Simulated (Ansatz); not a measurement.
A run of Ansatz 0.2.0 is set up as follows.

File input.yaml:

```yaml
crystal:
  lattice:
    - [4.613777, 0.0, 0.0]
    - [0.0, 9.563279, 0.0]
    - [0.0, 0.0, 3.119862]
  atoms:
    - { symbol: Al, position: [0.982975, 0.824573, 0.0] }
    - { symbol: Al, position: [0.017025, 0.175427, 0.0] }
    - { symbol: Al, position: [0.482975, 0.675427, 0.5] }
    - { symbol: Al, position: [0.517025, 0.324573, 0.5] }
    - { symbol: O, position: [0.5, 0.5, 0.5] }
    - { symbol: O, position: [0.123635, 0.75305, 0.5] }
    - { symbol: O, position: [0.376365, 0.25305, 0.0] }
    - { symbol: O, position: [0.623635, 0.74695, 0.0] }
    - { symbol: O, position: [0.0, 0.0, 0.0] }
    - { symbol: O, position: [0.876365, 0.24695, 0.5] }
hamiltonian:
  xc: pbesol
  pseudopotentials: { kind: paw }
  dispersion: d4
kpoints:
  mp_grid: { grid: [5, 3, 7] }
scf:
  occupations: { method: fermi_dirac, width: 0.05 }
output:
  forces: true
  stress: true
  eigenvalues: true
  write_density: true
  write_potential: true
  elf: true
  volumetric_format: npy
relax:
  f_tol: 0.01
  max_steps: 40
  cell: { stress_tol: 0.05 }
```

Potentials or basis: Ansatz PAW.

The run is started by

```console
$ ansatz run input.yaml --threads 4 --pin off --max-ram 11264MiB --backend cpu --events-out ev --progress --plain --runs-dir out
```

Problem. What does it give for the space group after relaxing (to 0.05 Å)?

Solution. Pnnm (No. 58).

Problem. Estimate the band gap on the k mesh.

Solution. 3.45 eV, direct.

Final structure:
```
Al O
1.0
     4.55028    0.00000    0.00000
     0.00000    9.58108    0.00000
     0.00000    0.00000    2.99503
Al O
4 6
Cartesian
  5.0589 7.9848 0.0000
  -0.5087 1.5963 0.0000
  2.7838 6.3868 1.4975
  1.7665 3.1943 1.4975
  2.2751 4.7905 1.4975
  1.3780 7.5177 1.4975
  0.8972 2.7272 0.0000
  3.6531 6.8539 0.0000
  0.0000 0.0000 0.0000
  3.1723 2.0634 1.4975
```

Caveat: odd divisions of the mesh miss points on the zone boundary, where band edges often lie, so the gap on the mesh can be too wide; the plane-wave basis is chosen anew once the cell has moved, so the energies of steps on either side of that aren't comparable. A k mesh can miss the band edges.
